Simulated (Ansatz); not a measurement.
# Os: energy along a strain

Os, P6_3/mmc, a = 2.734 Å, c = 4.320 Å (as given, not relaxed at this level: -2.8 GPa). Ansatz: PBEsol, PAW, 420 eV, Γ-centred 18×18×12 mesh on 2 atoms, Gaussian smearing 0.15 eV; no spin polarisation. Cell vectors (Å): 2.734 0.000 0.000; -1.367 2.368 0.000; 0.000 0.000 4.320. The cell is strained by x per cent times the pattern (1 -1 0 0 0 0) in the order xx yy zz yz xz xy (engineering shears), with fractional coordinates held. y is the free energy over the start, V0 = 13.982 Å³/atom.

| x (%) | y (meV/atom) |
| --- | --- |
| -6.00 | 184.35 |
| -4.50 | 101.77 |
| -3.00 | 44.38 |
| -1.50 | 10.94 |
| 0.00 | 0.00 |
| 1.50 | ? |
| 3.00 | 41.21 |
| 4.50 | 90.41 |
| 5.25 | 121.59 |
| 6.00 | 156.95 |

Problem. Fit y = c1 x + c2 x² + c3 x³ to the other rows, get the stiffness along the pattern, and predict the missing energy.

Solution. Least squares on the rows shown. y = 0.044008 x + 4.7422 x² − 0.064613 x³. The clamped-ion stiffness p·C·p = 2 × 47.42 eV × 160.2 / 13.982 Å³ = 1087 GPa (second derivative at the start, which stands under stress). At x = 1.50 the fit asked for gives 10.52 meV/atom. The run gave 10.56 meV/atom, so the fit is 0.04 meV/atom too low, within the rms miss on the fitted rows (0.09 meV/atom).

Spin–orbit coupling is left out, which can shift energies with elements as heavy as these.